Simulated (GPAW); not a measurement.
# Si2Ni (Fm-3m) in GPAW: convergence with k mesh

Aim: find how far k mesh must go before the results for Si2Ni settle, at PBE. This setting moves, with any that are tied to it; all else stays.

All numbers are computed with GPAW 26.7.0; they aren't measurements. Logs are shortened: lines on timing, memory, paths and dates and some standing lists are left out, and cuts for length are marked. The log counts tension as positive stress, the text compression.

### Step 1. The crystal as given

The structure is cubic, space group Fm-3m (No. 225). Conventional cell: a = 5.406 Å, b = 5.406 Å, c = 5.406 Å, α = 90.00°, β = 90.00°, γ = 90.00°. Around Ni (site symmetry m-3m) lie 8 Si at 2.34 Å. Si (site symmetry -43m) is surrounded by 4 Ni at 2.34 Å.

### Step 2. With k mesh 3 × 3 × 3

The input, run.py:

```python
import numpy as np
from ase import Atoms
from ase.dft.bandgap import bandgap
from ase.io import write
from ase.units import GPa
from gpaw import GPAW, PW
from gpaw.hyperfine import hyperfine_parameters

atoms = Atoms(['Ni', 'Si', 'Si'],
              cell=[[0.0, 2.703, 2.703],
                    [2.703, 0.0, 2.703],
                    [2.703, 2.703, 0.0]],
              scaled_positions=[[0.0, 0.0, 0.0],
                                [0.75, 0.75, 0.75],
                                [0.25, 0.25, 0.25]],
              pbc=True)
atoms.set_initial_magnetic_moments([1.0, 0.0, 0.0])

calc = GPAW(mode=PW(450),
            xc='PBE',
            kpts={'size': (3, 3, 3), 'gamma': True},
            occupations={'name': 'fermi-dirac', 'width': 0.05},
            nbands=24,
            convergence={'density': 1e-05, 'energy': 1e-05},
            maxiter=150,
            txt='gpaw.txt')
atoms.calc = calc
energy = atoms.get_potential_energy()
forces = atoms.get_forces()
stress = atoms.get_stress()
calc.write('gs.gpw')
write('result.traj', atoms)
print(f'Energy: {energy:.6f} eV')
print('Forces (eV/A):')
print(forces.round(4))
print('Stress (GPa):', (stress / GPa).round(3))
print('Moments:', calc.get_magnetic_moments().round(3))
print('Fermi level:', round(calc.get_fermi_level(), 4), 'eV')
print(f'Gap: {bandgap(calc)[0]:.4f} eV, direct: {bandgap(calc, direct=True)[0]:.4f} eV')

mu_N = 3.15245125e-8  # eV/T
for core in (False, True):
    try:
        A = hyperfine_parameters(calc, exclude_core=not core)
    except AssertionError:
        print('The core levels were not found')
        break
    for a, A_vv in zip(atoms, A):
        iso = np.trace(A_vv) / 3
        dip = np.linalg.eigvalsh(A_vv - iso * np.eye(3))
        print('with core' if core else 'valence', a.symbol, f'contact field {iso / (2 * mu_N):.3f} T, dipolar',
              *(dip / (2 * mu_N)).round(3), 'T')
```

Potentials or basis: GPAW PAW data sets (gpaw-data 1.2.1), pw.

The run is started by

```console
> OMP_NUM_THREADS=1 python run.py
```

gpaw.txt:

```text
__  _  _
 | _ |_)|_||  |
 |__||  | ||/\| - 26.7.0

Input parameters:
  mode=PW(ecut=450.00000000000006),
  convergence={'density': 1e-05, 'energy': 1e-05},
  kpts=MonkhorstPack(size=(3, 3, 3), gamma=True),
  maxiter=150,
  nbands=24,
  occupations=Occupations(name='fermi-dirac', width=0.05),
  xc=XC(name='PBE')

Diagonalizing LCAO Hamiltonian
Converting LCAO to pw mode

                    Si

           Si

       Ni

Atoms  # Å, Bohr magnetons
|   | symbol |        x |        y |        z |    initial magnetic moments |
|---|--------|----------|----------|----------|-----------------------------|
| 0 |     Ni | 0.000000 | 0.000000 | 0.000000 | ( 0.0000,  0.0000,  1.0000) |
| 1 |     Si | 4.054500 | 4.054500 | 4.054500 | ( 0.0000,  0.0000,  0.0000) |
| 2 |     Si | 1.351500 | 1.351500 | 1.351500 | ( 0.0000,  0.0000,  0.0000) |

Unit cell  # Å
| periodic |        x |        y |        z |  lengths |    angles |
|----------|----------|----------|----------|----------|-----------|
|      yes | 0.000000 | 2.703000 | 2.703000 | 3.822619 | 60.000000 |
|      yes | 2.703000 | 0.000000 | 2.703000 | 3.822619 | 60.000000 |
|      yes | 2.703000 | 2.703000 | 0.000000 | 3.822619 | 60.000000 |

Number of symmetries: 48
Symmetry operations  # r_c * U_cc + t_c -> r_c
|    | kind |            matrix            |
|----|------|------------------------------|
|  0 |  σ   |  1, 0, 0,  1, 0,-1,  1,-1, 0 |
|  1 |  C2  |  1, 0, 0,  1,-1, 0,  1, 0,-1 |
|  2 |  E   |  1, 0, 0,  0, 1, 0,  0, 0, 1 |
|  3 |  σ   |  1, 0, 0,  0, 0, 1,  0, 1, 0 |
|  4 |  C4  |  1, 0,-1,  1, 0, 0,  1,-1, 0 |
|  5 |  S6  |  1, 0,-1,  1,-1, 0,  1, 0, 0 |
|  6 |  σ   |  1, 0,-1,  0, 1,-1,  0, 0,-1 |
|  7 |  C3  |  1, 0,-1,  0, 0,-1,  0, 1,-1 |
|  8 |  S6  |  1,-1, 0,  1, 0, 0,  1, 0,-1 |
|  9 |  C4  |  1,-1, 0,  1, 0,-1,  1, 0, 0 |
| 10 |  C3  |  1,-1, 0,  0,-1, 1,  0,-1, 0 |
| 11 |  σ   |  1,-1, 0,  0,-1, 0,  0,-1, 1 |
| 12 |  σ   |  0, 1, 0,  1, 0, 0,  0, 0, 1 |
[... 166 lines left out ...]
|iter:   5| |  -18.805624 | -2.95 | -1.59 |  +0.2756|
|iter:   6| |  -18.810825 | -3.90 | -1.99 |  +0.1752|
|iter:   7| |  -18.810817 | -5.22 | -2.49 |  +0.1620|
|iter:   8| |  -18.810309 | -4.93 | -2.72 |  +0.1356|
|iter:   9| |  -18.809954 | -5.73 | -3.05 |  +0.1170|
|iter:  10| |  -18.809613 | -5.80 | -3.25 |  +0.0955|
|iter:  11| |  -18.809500 | -6.76 | -3.66 |  +0.0875|
|iter:  12| |  -18.809314 | -6.35 | -3.88 |  +0.0747|
|iter:  13| |  -18.809235 | -7.01 | -4.30 |  +0.0692|
|iter:  14| |  -18.809177c| -7.28 | -4.53 |  +0.0650|
|iter:  15| |  -18.809126c| -7.34 | -4.80 |  +0.0610|
|iter:  16| |  -18.809109c| -8.28c| -5.38c|  +0.0597|

Converged in 16 steps
Energy contributions relative to reference atoms: (reference = -57140.686948)

Energy contributions:
  Kinetic:          12.057055
  Coulomb:          -7.003965
  Zero:              0.055099
  External:          0.000000
  Xc:              -23.909254
  Entropy:          -0.016088
  Spinorbit:         0.000000
  ----------------------------
  Free energy:     -18.817153
  Extrapolated:    -18.809109

dipole moment: (-11.250237, -11.250237, -11.250237)  # |e|*Ang

Total magnetic moment: (0.000000, 0.000000, 0.059671)

Local magnetic moments
|        x |        y |        z |
|----------|----------|----------|
| 0.000000 | 0.000000 | 0.045413 |  # Ni   0
| 0.000000 | 0.000000 | 0.006808 |  # Si   1
| 0.000000 | 0.000000 | 0.006808 |  # Si   2

Fermi level: 9.196
Eigenvalues  # (at kpt = [0.000, 0.000, 0.000])
| band index |      eig [eV] | occ [0-1] |      eig [eV] | occ [0-1] |
|------------|---------------|-----------|---------------|-----------|
|          0 |       -55.653 |     1.000 |       -55.594 |     1.000 |
|          1 |       -55.653 |     1.000 |       -55.594 |     1.000 |
|          2 |       -55.653 |     1.000 |       -55.594 |     1.000 |
|          3 |        -4.182 |     1.000 |        -4.175 |     1.000 |
|          4 |         4.352 |     1.000 |         4.390 |     1.000 |
|          5 |         4.352 |     1.000 |         4.390 |     1.000 |
[... 9 lines left out ...]
|         15 |        11.929 |     0.000 |        11.928 |     0.000 |
|         16 |        14.419 |     0.000 |        14.432 |     0.000 |
|        ... |               |           |               |           |
|         23 |        30.668 |     0.000 |        30.685 |     0.000 |

No gap
No difference between direct/indirect transitions

Forces  # eV/Ang
|        x |        y |        z |
|----------|----------|----------|
|  0.00000 | -0.00000 | -0.00000 |  # Ni   0
| -0.00000 |  0.00000 |  0.00000 |  # Si   1
| -0.00000 |  0.00000 |  0.00000 |  # Si   2

Stress tensor  # eV/Ang^3
|         x |         y |         z |
|-----------|-----------|-----------|
| -0.012701 |  0.000000 | -0.000000 |
|  0.000000 | -0.012701 |  0.000000 |
| -0.000000 |  0.000000 | -0.012701 |

# Writing to gs.gpw (mode='')
```

Wall time 7.9 s (1 thread of Arm Neoverse V2, shared host); peak memory 0.14 GiB.

Results:

```
Free energy            : -18.8172 eV
Pressure               : 2.0 GPa
Band gap on the k mesh : none (metal or under the smearing width)
Net moment             : 0.06 μB per cell
Site moments           : Ni +0.05; Si +0.01 μB
```

### Step 3. With k mesh 4 × 4 × 4

run.py: that of step 2 with these lines changed.

```diff
@@ -20,3 +20,3 @@
             xc='PBE',
-            kpts={'size': (3, 3, 3), 'gamma': True},
+            kpts={'size': (4, 4, 4), 'gamma': True},
             occupations={'name': 'fermi-dirac', 'width': 0.05},
```

Potentials or basis: GPAW PAW data sets (gpaw-data 1.2.1), pw.

The run is started by

```console
> OMP_NUM_THREADS=1 python run.py
```

Wall time 9.4 s (1 thread of Arm Neoverse V2, shared host); peak memory 0.14 GiB.

It converged, with:

```yaml
Free_energy: -18.9988 eV
Pressure: 5.2 GPa
Band_gap_on_the_k_mesh: none (metal or under the smearing width)
Net_moment: 0.00 μB per cell
```

### Step 4. With k mesh 5 × 5 × 5

run.py: that of step 3 with these lines changed.

```diff
@@ -20,3 +20,3 @@
             xc='PBE',
-            kpts={'size': (4, 4, 4), 'gamma': True},
+            kpts={'size': (5, 5, 5), 'gamma': True},
             occupations={'name': 'fermi-dirac', 'width': 0.05},
```

The run is started by

```console
> OMP_NUM_THREADS=1 python run.py
```

Run time: 11 s. Hardware: 1 thread of Arm Neoverse V2, shared host; peak memory 0.14 GiB.

The run converged. Its results:

- Free energy: -19.0669 eV
- Pressure: 4.7 GPa
- Band gap on the k mesh: none (metal or under the smearing width)
- Net moment: 0.00 μB per cell

### Step 5. With k mesh 7 × 7 × 7

run.py: that of step 4 with these lines changed.

```diff
@@ -20,3 +20,3 @@
             xc='PBE',
-            kpts={'size': (5, 5, 5), 'gamma': True},
+            kpts={'size': (7, 7, 7), 'gamma': True},
             occupations={'name': 'fermi-dirac', 'width': 0.05},
```

The run is started by

```console
> OMP_NUM_THREADS=1 python run.py
```

Wall time 18 s (1 thread of Arm Neoverse V2, shared host); peak memory 0.15 GiB.

Results (log left out):

```
Free energy            : -19.1244 eV
Pressure               : 4.0 GPa
Band gap on the k mesh : none (metal or under the smearing width)
Net moment             : 0.00 μB per cell
```

### Step 6. With k mesh 8 × 8 × 8

run.py: that of step 5 with these lines changed.

```diff
@@ -20,3 +20,3 @@
             xc='PBE',
-            kpts={'size': (7, 7, 7), 'gamma': True},
+            kpts={'size': (8, 8, 8), 'gamma': True},
             occupations={'name': 'fermi-dirac', 'width': 0.05},
```

Potentials or basis: GPAW PAW data sets (gpaw-data 1.2.1), pw.

The run is started by

```console
> OMP_NUM_THREADS=1 python run.py
```

It took 24 s on 1 thread of Arm Neoverse V2, shared host; peak memory 0.16 GiB.

It converged, with:

* Free energy: -19.1076 eV
* Pressure: 3.9 GPa
* Band gap on the k mesh: none (metal or under the smearing width)
* Net moment: 0.00 μB per cell

### Step 7. With k mesh 9 × 9 × 9

run.py: that of step 6 with these lines changed.

```diff
@@ -20,3 +20,3 @@
             xc='PBE',
-            kpts={'size': (8, 8, 8), 'gamma': True},
+            kpts={'size': (9, 9, 9), 'gamma': True},
             occupations={'name': 'fermi-dirac', 'width': 0.05},
```

The run is started by

```console
> OMP_NUM_THREADS=1 python run.py
```

It took 28 s on 1 thread of Arm Neoverse V2, shared host; peak memory 0.17 GiB.

The run converged. Its results:

* Free energy: -19.1081 eV
* Pressure: 4.7 GPa
* Band gap on the k mesh: none (metal or under the smearing width)
* Net moment: 0.00 μB per cell

### Step 8. Result

```tsv
k mesh	energy less the tightest run, at zero smearing (meV/atom)	pressure (GPa)	largest site moment (μB)	SCF cycles	CPU time (s)	peak memory (GiB)
3 × 3 × 3	98.33	2.03	0.05	16	7.9	0.14
4 × 4 × 4	38.08	5.23	0.00	13	9.4	0.14
5 × 5 × 5	14.05	4.75	0.00	12	11	0.14
7 × 7 × 7	-5.59	4.01	0.00	12	18	0.15
8 × 8 × 8	0.40	3.86	0.00	12	24	0.16
9 × 9 × 9	0.00	4.69	0.00	12	28	0.17
```

Against the tightest run, the energy stays within 1 meV/atom from 8 × 8 × 8 on; the largest site moment stays within 0.02 μB from 4 × 4 × 4 on. Not settled before the last step: the pressure (to 0.1 GPa). Meshes of other sizes hit other points, so gaps and Fermi surfaces needn't settle smoothly. The tightest run that finished is the yardstick and may itself not be fully converged.

Caveats: the cutoff is short for stress and forces, so pressures can be off by a GPa or more; the dipolar part lacks the spin inside other atoms' spheres; the stock nickel data set gives pressures a few GPa off other programs.
